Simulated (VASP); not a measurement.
# PtSe2 (Sudovikovite) (P-3m1) in VASP: further runs

One crystal, PtSe2 (Sudovikovite), is run at these levels: PBE+D3(BJ), LDA; tasks: phonons.

Program: VASP 6.6.1. These are calculated values, not measurements. Logs are shortened: lines on timing, memory, paths and dates and some standing lists are left out, and cuts for length are marked.

### Step 1. The structure

The structure is trigonal, space group P-3m1 (No. 164). The conventional cell has a = 3.768 Å, b = 3.768 Å, c = 4.820 Å, α = 90.00°, β = 90.00°, γ = 120.00°. Around Pt (site symmetry -3m) lie 6 Se at 2.53 Å. Se (site symmetry 3m) has 3 Pt at 2.53 Å as nearest neighbours.

### Step 2. Phonons, PBE+D3(BJ)

File POSCAR:

```
PtSe2
1.0
    3.7683257513      0.0000000000      0.0000000000
   -1.8841628756      3.2634658303      0.0000000000
   -0.0000000000     -0.0000000000      4.8198134677
  Pt              Se
     1     2
Direct
     0.0000000000000000    0.0000000000000000    0.0000000000000000
     0.3333333332999970    0.6666666667000030    0.2665143349454959
     0.6666666667000030    0.3333333332999970    0.7334856650545041
```

File INCAR.step1:

```
  ALGO = Fast
  EDIFF = 1E-8
  EDIFFG = -0.002
  ENCUT = 600
  GGA = PE
  IBRION = 2
  ISIF = 3
  ISMEAR = 0
  IVDW = 12
  KPAR = 2
  LASPH = T
  LCHARG = F
  LREAL = F
  LWAVE = F
  NELM = 80
  NSW = 40
  PREC = Accurate
  SIGMA = 0.03
```

File INCAR.step2:

```
  ALGO = Fast
  EDIFF = 1E-8
  ENCUT = 600
  GGA = PE
  IBRION = 6
  ISIF = 2
  ISMEAR = 0
  IVDW = 12
  KPAR = 2
  LASPH = T
  LCHARG = F
  LREAL = F
  LWAVE = F
  NELM = 80
  NFREE = 2
  NSW = 1
  POTIM = 0.015
  PREC = Accurate
  SIGMA = 0.03
```

File KPOINTS:

```
k-points
0
Gamma
  9 9 5
```

Potentials or basis: VASP PAW PBE potentials, release 64 (Pt, Se).

Run with:

```
> cat potpaw_PBE.64/Pt/POTCAR potpaw_PBE.64/Se/POTCAR > POTCAR
> cp INCAR.step1 INCAR
> mpirun -np 2 vasp_std > vasp.out
> cp CONTCAR POSCAR
> cp INCAR.step2 INCAR
> mpirun -np 2 vasp_std > vasp.out
```

OUTCAR:

```text
EDIFF = 1E-8
   ENCUT = 600
   GGA = PE
   IBRION = 6
   ISIF = 2
   ISMEAR = 0
   IVDW = 12
   LASPH = T
   LREAL = F
   NELM = 80
   NFREE = 2
   NSW = 1
   POTIM = 0.015
   PREC = Accurate
 IVDW          = 12

 ion  position               nearest neighbor table
   1  0.000  0.000  0.000-   2 2.53   3 2.53   2 2.53   3 2.53   3 2.53   2 2.53
   2  0.333  0.667  0.266-   1 2.53   1 2.53   1 2.53
   3  0.667  0.333  0.734-   1 2.53   1 2.53   1 2.53

  LATTYP: Found a hexagonal cell.
 ALAT       =     3.7688040213
 C/A-ratio  =     1.2789184440

  Lattice vectors:

 A1 = (   3.7688040213,   0.0000000000,   0.0000000000)
 A2 = (  -1.8844020106,   3.2638800242,   0.0000000000)
 A3 = (   0.0000000000,   0.0000000000,   4.8199929745)

Analysis of symmetry for initial positions (statically):
=====================================================================
 Subroutine PRICEL returns:
 Original cell was already a primitive cell.

 Routine SETGRP: Setting up the symmetry group for a
 hexagonal supercell.

 Subroutine GETGRP returns: Found 12 space group operations
 (whereof 12 operations were pure point group operations)
 out of a pool of 24 trial point group operations.

The static configuration has the point symmetry D_3d.

Analysis of symmetry for dynamics (positions and initial velocities):
=====================================================================
 Subroutine PRICEL returns:
 Original cell was already a primitive cell.

 Routine SETGRP: Setting up the symmetry group for a
 hexagonal supercell.

 Subroutine GETGRP returns: Found 12 space group operations
 (whereof 12 operations were pure point group operations)
 out of a pool of 24 trial point group operations.

The dynamic configuration has the point symmetry D_3d.

 Subroutine INISYM returns: Found 12 space group operations
 (whereof 12 operations are pure point group operations),
 and found     1 'primitive' translations

----------------------------------------------------------------------------------------

                                     Primitive cell

  volume of cell :      59.2904

  direct lattice vectors                    reciprocal lattice vectors
     3.768804021  0.000000000  0.000000000     0.265336164  0.153191905  0.000000000
    -1.884402011  3.263880024  0.000000000    -0.000000000  0.306383811  0.000000000
     0.000000000  0.000000000  4.819992975     0.000000000  0.000000000  0.207469182

  length of vectors
     3.768804021  3.768804021  4.819992975     0.306383811  0.306383811  0.207469182

  position of ions in fractional coordinates (direct lattice)
     0.000000000  0.000000000  0.000000000
     0.333333333  0.666666667  0.266424731
     0.666666667  0.333333333  0.733575269

  ion indices of the primitive-cell ions
   primitive index   ion index
                 1           1
                 2           2
                 3           3

----------------------------------------------------------------------------------------

 KPOINTS: k-points

Automatic generation of k-mesh.
 Grid dimensions read from file:
 generate k-points for:    9    9    5

 Generating k-lattice:

  Cartesian coordinates                     Fractional coordinates (reciprocal lattice)
     0.029481796  0.017021323  0.000000000     0.111111111  0.000000000  0.000000000
    -0.000000000  0.034042646  0.000000000     0.000000000  0.111111111  0.000000000
     0.000000000  0.000000000  0.041493836     0.000000000  0.000000000  0.200000000

  Length of vectors
     0.034042646  0.034042646  0.041493836

  Shift w.r.t. Gamma in fractional coordinates (k-lattice)
     0.000000000  0.000000000  0.000000000

 Subroutine IBZKPT returns following result:
[... 41 lines left out ...]
   ISTART =      0    job   : 0-new  1-cont  2-samecut
   ICHARG =      2    charge: 1-file 2-atom 10-const
   ISPIN  =      1    spin polarized calculation?
   LNONCOLLINEAR =      F non collinear calculations
   LSORBIT =      F    spin-orbit coupling
   LASPH  =      T    aspherical Exc in radial PAW
   ENCUT  =  600.0 eV  44.10 Ry    6.64 a.u.   7.53  7.53  9.63*2*pi/ulx,y,z
   NELM   =     80;   NELMIN=  2; NELMDL=  0     # of ELM steps
   EDIFF  = 0.1E-07   stopping-criterion for ELM
   LREAL  =      F    real-space projection
   EDIFFG = 0.1E-06   stopping-criterion for IOM
   NSW    =     73    number of steps for IOM
   IBRION =      6    ionic relax: 0-MD 1-quasi-New 2-CG
   NFREE  =      2    steps in history (QN), initial steepest desc. (CG)
   ISIF   =      2    stress and relaxation
   ISYM   =      2    0-nonsym 1-usesym 2-fastsym
   POTIM  = 0.0150    time-step for ionic-motion
   TEBEG  =    0.0;   TEEND  =   0.0 temperature during run
   PSTRESS=    0.0 pullay stress
   NELECT =      22.0000    total number of electrons
   NUPDOWN=      -1.0000    fix difference up-down
   EMIN   =  10.00;   EMAX   =-10.00  energy-range for DOS
   EFERMI =   0.00;   METHOD = LEGACY
   ISMEAR =     0;   SIGMA  =   0.03  broadening in eV -4-tet -1-fermi 0-gaus
   EFERMI_NEDOS =   21; number of points for ismear=-14 and -15
   IALGO  =     68    algorithm
   IMIX   =      4    mixing-type and parameters
     AMIX     =   0.40;   BMIX     =  1.00
     AMIX_MAG =   1.60;   BMIX_MAG =  1.00
  volume/ion in A,a.u.               =      19.76       133.37
  Fermi-wavevector in a.u.,A,eV,Ry     =   1.176398  2.223070 18.829275  1.383913
  Thomas-Fermi vector in A             =   2.312763
   LORBIT       =      0    0 simple, 1 ext, 2 COOP (PROOUT), +10 PAW based schemes
   GGA     = PE    functional components
   LHFCALC =     F    Hartree Fock is set to
   AEXX    =    0.0000 exact exchange contribution
   IVDW    =    12    specifies the selected vdW correction
   LEPSILON=     F    determine dielectric tensor
   LRPA    =     F    only Hartree local field effects (RPA)
 finite differences with symmetry
 non-spin polarized calculation
 RMM-DIIS sequential band-by-band and
 Gauss-broadening in eV      SIGMA  =   0.03
  energy-cutoff  :      600.00
  volume of cell :       59.29
 maximum number of plane-waves:      2000
 NGX is ok and might be reduce to    30
   NGX = 15   NGY = 15   NGZ = 19

--------------------------------------- Ionic step        1  -------------------------------------------

 number of electron      22.0000002 magnetization

 Free energy of the ion-electron system (eV)
  ---------------------------------------------------
  ext. energy  EPLUGINS =         0.00000000
  ---------------------------------------------------
  free energy    TOTEN  =       -14.19228620 eV

  energy without entropy =      -14.19148711  energy(sigma->0) =      -14.19188665

------------------------ aborting loop because EDIFF is reached ----------------------------------------

 Edisp (eV)   -1.47321

 E8    (eV) :    -0.6330
[... 319 lines left out ...]
--------------------------------------- Ionic step        9  -------------------------------------------

 number of electron      22.0000003 magnetization

 Free energy of the ion-electron system (eV)
  ---------------------------------------------------
  ext. energy  EPLUGINS =         0.00000000
  ---------------------------------------------------
  free energy    TOTEN  =       -14.19150246 eV

  energy without entropy =      -14.19068444  energy(sigma->0) =      -14.19109345

 E-fermi :   6.7762     XC(G=0): -10.8312

 val. band max:        6.7689442524   @ k =   0.0000   0.2222   0.2000
 cond. band min:       6.7817448555   @ k =  -0.1111   0.4444   0.2000
 fundamental gap:      0.0128006032
 Fermi energy:         6.7762377929

 k-point     1 :       0.0000    0.0000    0.0000
  band No.  band energies     occupation
      1      -8.9492      2.00000
      2      -5.8388      2.00000
      3      -0.3929      2.00000
      4       0.4814      2.00000
      5       0.4814      2.00000
      6       2.9324      2.00000
      7       2.9324      2.00000
      8       4.2679      2.00000
      9       5.7280      2.00000
     10       5.7280      2.00000
     11       7.5247      0.00000
     12       7.8281      0.00000
     13       7.8281      0.00000
     14      10.0919      0.00000
[... 401 lines left out ...]
      2      -6.4428      2.00000
      3       0.0720      2.00000
      4       0.7578      2.00000
      5       1.0753      2.00000
      6       1.8965      2.00000
      7       2.5569      2.00000
      8       3.3985      2.00000
      9       4.4963      2.00000
     10       4.8994      2.00000
     11       6.1654      2.00000
     12       7.0605      0.00000
     13       8.1076      0.00000
     14      11.3076      0.00000
     15      12.8960      0.00000

 [... further k-points ...]

------------------------ aborting loop because EDIFF is reached ----------------------------------------

 Edisp (eV)   -1.47290

 E8    (eV) :    -0.6328
[... 26 lines left out ...]
  FREE ENERGIE OF THE ION-ELECTRON SYSTEM (eV)
  ---------------------------------------------------
  free  energy   TOTEN  =       -15.6643979965 eV

  energy  without entropy=      -15.6635799836  energy(sigma->0) =      -15.66398899

 INTERNAL STRAIN TENSORS FROM DISPLACED ATOMS
 ============================================

 INTERNAL STRAIN TENSOR FOR ION    1 for displacements in x,y,z  (eV/Angst):
          X           Y           Z          XY          YZ          ZX
  --------------------------------------------------------------------------------
  x     0.00000     0.00000     0.00000     0.00000     0.00000     0.00000
  y     0.00000     0.00000     0.00000     0.00000     0.00000     0.00000
  z     0.00000     0.00000     0.00000     0.00000     0.00000     0.00000

 INTERNAL STRAIN TENSOR FOR ION    3 for displacements in x,y,z  (eV/Angst):
          X           Y           Z          XY          YZ          ZX
  --------------------------------------------------------------------------------
  x    -0.00000     0.00000     0.00000    -3.28317     0.00000     7.42212
  y    -3.28317     3.28317     0.00000     0.00000     7.42211     0.00000
  z     9.50561     9.50561    11.16309     0.00000     0.00000     0.00000

 Eigenvectors and eigenvalues of the dynamical matrix
 ----------------------------------------------------

   1 f  =    6.494129 THz    40.803814 2PiTHz  216.620815 cm-1    26.857546 meV
             X         Y         Z           dx          dy          dz
      0.000000  0.000000  0.000000    -0.000000    0.000000    0.669122
     -0.000000  2.175920  1.284165     0.000000   -0.000000   -0.525488
      1.884402  1.087960  3.535828     0.000000   -0.000000   -0.525488
[... 43 lines left out ...]
   9 f/i=    0.002342 THz     0.014716 2PiTHz    0.078126 cm-1     0.009686 meV
             X         Y         Z           dx          dy          dz
      0.000000  0.000000  0.000000    -0.000000   -0.000000   -0.743153
     -0.000000  2.175920  1.284165    -0.000000   -0.000000   -0.473141
      1.884402  1.087960  3.535828    -0.000000   -0.000000   -0.473141

 ELASTIC MODULI CONTR FROM IONIC RELAXATION (kBar)
 Direction    XX          YY          ZZ          XY          YZ          ZX
 --------------------------------------------------------------------------------
 XX        -475.6940   -309.7917   -461.2251     -0.0000    187.5235      0.0000
 YY        -309.7917   -475.6940   -461.2251     -0.0000   -187.5235     -0.0000
 ZZ        -461.2251   -461.2251   -541.6486     -0.0000     -0.0000     -0.0000
 XY          -0.0000     -0.0000     -0.0000    -82.9511     -0.0000    187.5238
 YZ         187.5235   -187.5235     -0.0000     -0.0000   -423.9251     -0.0000
 ZX           0.0000     -0.0000     -0.0000    187.5238     -0.0000   -423.9267
 --------------------------------------------------------------------------------
```

It took 6.8 min on 2 MPI ranks of AMD EPYC 7R13 (Zen 3), shared host; peak memory 0.48 GiB.

What came out:

```yaml
Highest_phonon_frequency_at_Γ_LO-TO_splitting_left_out: 217 cm⁻¹
Dispersion_energy_per_atom: -0.491 eV
```

Phonon frequencies in cm⁻¹ (negative: imaginary):
| q point | frequencies |
| --- | --- |
| (0.000, 0.000, 0.000) | 0 0 0 156 156 207 211 211 217 |

The run has no spin-orbit coupling, so splittings on Pt are missing.

### Step 3. Phonons, LDA

This run uses another cell than the first one, of 19.25 Å³/atom, 0.974 times its volume.

File POSCAR:

```
PtSe2
1.0
    3.7439934390      0.0000000000     -0.0000000000
   -1.8719967195      3.2423934298      0.0000000000
    0.0000000000      0.0000000000      4.7566274504
  Pt              Se
     1     2
Direct
     0.0000000000000000    0.0000000000000000    1.0000000000000000
     0.3333333332999970    0.6666666667000030    0.2658415557905662
     0.6666666667000030    0.3333333332999970    0.7341584442094339
```

File INCAR.step1:

```
PREC = Accurate
ENCUT = 600
EDIFF = 1E-8
ISMEAR = 0
SIGMA = 0.03
LREAL = F
LASPH = T
NELM = 80
ALGO = Normal
ISIF = 3
LWAVE = F
LCHARG = F
GGA = CA
KPAR = 2
IBRION = 2
NSW = 40
EDIFFG = -0.002
```

File INCAR.step2:

```
PREC = Accurate
ENCUT = 600
EDIFF = 1E-8
ISMEAR = 0
SIGMA = 0.03
LREAL = F
LASPH = T
NELM = 80
ALGO = Normal
ISIF = 2
LWAVE = F
LCHARG = F
GGA = CA
KPAR = 2
IBRION = 6
NFREE = 2
POTIM = 0.015
NSW = 1
```

File KPOINTS:

```
regular mesh
0
Gamma
  9 9 5
```

Potentials or basis: VASP PAW LDA potentials, release 64 (Pt, Se).

Run with:

```
> cat potpaw_LDA.64/Pt/POTCAR potpaw_LDA.64/Se/POTCAR > POTCAR
> cp INCAR.step1 INCAR
> mpirun -np 2 vasp_std > vasp.out
> cp CONTCAR POSCAR
> cp INCAR.step2 INCAR
> mpirun -np 2 vasp_std > vasp.out
```

OUTCAR:

```text
PREC = Accurate
   ENCUT = 600
   EDIFF = 1E-8
   ISMEAR = 0
   LREAL = F
   LASPH = T
   NELM = 80
   ISIF = 2
   GGA = CA
   IBRION = 6
   NFREE = 2
   POTIM = 0.015
   NSW = 1

 ion  position               nearest neighbor table
   1  0.000  0.000  0.000-   2 2.50   3 2.50   3 2.50   2 2.50   3 2.50   2 2.50
   2  0.333  0.667  0.266-   1 2.50   1 2.50   1 2.50
   3  0.667  0.333  0.734-   1 2.50   1 2.50   1 2.50

  LATTYP: Found a hexagonal cell.
 ALAT       =     3.7439415716
 C/A-ratio  =     1.2705362222
[... 975 lines left out ...]
  z     0.00000     0.00000     0.00000     0.00000     0.00000     0.00000

 INTERNAL STRAIN TENSOR FOR ION    3 for displacements in x,y,z  (eV/Angst):
          X           Y           Z          XY          YZ          ZX
  --------------------------------------------------------------------------------
  x     0.00000     0.00000     0.00000    -3.05505     0.00000     7.11811
  y    -3.05505     3.05505     0.00000     0.00000     7.11810     0.00000
  z    10.24301    10.24301    11.44320     0.00000     0.00000     0.00000

 Eigenvectors and eigenvalues of the dynamical matrix
 ----------------------------------------------------

   1 f  =    6.560783 THz    41.222613 2PiTHz  218.844154 cm-1    27.133205 meV
             X         Y         Z           dx          dy          dz
      0.000000  0.000000  0.000000     0.000000    0.000000   -0.668855
     -0.000000  2.161566  1.264724    -0.000000   -0.000000    0.525658
      1.871971  1.080783  3.492090    -0.000000   -0.000000    0.525658
[... 43 lines left out ...]
   9 f/i=    0.000027 THz     0.000172 2PiTHz    0.000913 cm-1     0.000113 meV
             X         Y         Z           dx          dy          dz
      0.000000  0.000000  0.000000    -0.734773   -0.112867    0.000000
     -0.000000  2.161566  1.264724    -0.467470   -0.071807    0.000000
      1.871971  1.080783  3.492090    -0.467470   -0.071807    0.000000

 ELASTIC MODULI CONTR FROM IONIC RELAXATION (kBar)
 Direction    XX          YY          ZZ          XY          YZ          ZX
 --------------------------------------------------------------------------------
 XX        -526.3695   -375.8161   -503.9482     -0.0000    175.3906      0.0000
 YY        -375.8161   -526.3695   -503.9482     -0.0000   -175.3906      0.0000
 ZZ        -503.9482   -503.9482   -562.9969     -0.0000     -0.0000      0.0000
 XY          -0.0000     -0.0000     -0.0000    -75.2767      0.0000    175.3908
 YZ         175.3906   -175.3906     -0.0000      0.0000   -408.6507     -0.0000
 ZX           0.0000      0.0000      0.0000    175.3908     -0.0000   -408.6517
 --------------------------------------------------------------------------------
```

OUTCAR.step1:

```text
PREC = Accurate
   ENCUT = 600
   EDIFF = 1E-8
   ISMEAR = 0
   LREAL = F
   LASPH = T
   NELM = 80
[... 710 lines left out ...]
      0.00000     -0.00000      0.00000         0.000000      0.000000      0.000000
     -0.00000      2.16157      1.26472        -0.000000      0.000000      0.001136
      1.87197      1.08078      3.49209         0.000000      0.000000     -0.001136
 -----------------------------------------------------------------------------------
    total drift:                               -0.000000      0.000000      0.000000

  FREE ENERGIE OF THE ION-ELECTRON SYSTEM (eV)
  ---------------------------------------------------
  free  energy   TOTEN  =       -17.0911830757 eV

  energy  without entropy=      -17.0904145222  energy(sigma->0) =      -17.09079880

 reached required accuracy - stopping structural energy minimisation
```

OSZICAR.step1:

```text
N       E                     dE             d eps       ncg     rms          rms(c)
DAV:   1     0.124334331696E+03    0.12433E+03   -0.11267E+04  1508   0.147E+03
DAV:   2    -0.124435675833E+02   -0.13678E+03   -0.13367E+03  1899   0.255E+02
DAV:   3    -0.178418940600E+02   -0.53983E+01   -0.53650E+01  1836   0.531E+01
DAV:   4    -0.178867788005E+02   -0.44885E-01   -0.44875E-01  1822   0.523E+00
[... 12 lines left out ...]
DAV:   1    -0.170911832295E+02   -0.10097E-05   -0.47077E-05  1528   0.446E-02    0.376E-03
DAV:   2    -0.170911831376E+02    0.91994E-07   -0.27946E-06  1885   0.132E-02    0.233E-03
DAV:   3    -0.170911830933E+02    0.44246E-07   -0.23512E-07  1584   0.500E-03    0.122E-03
DAV:   4    -0.170911830771E+02    0.16203E-07   -0.30972E-08  1380   0.132E-03    0.548E-04
DAV:   5    -0.170911830757E+02    0.14152E-08   -0.58545E-09   806   0.617E-04
   2 F= -.17091183E+02 E0= -.17090799E+02  d E =-.856453E-06
```

Run time: 2.8 min. Hardware: 2 MPI ranks of Intel Xeon Platinum 8488C (Sapphire Rapids), shared host; peak memory 0.44 GiB.

Results:

```yaml
Highest_phonon_frequency_at_Γ_LO-TO_splitting_left_out: 219 cm⁻¹
```

Phonon frequencies in cm⁻¹ (negative: imaginary):
```csv
q point,frequencies
"(0.000, 0.000, 0.000)",0 0 0 154 154 211 218 218 219
```
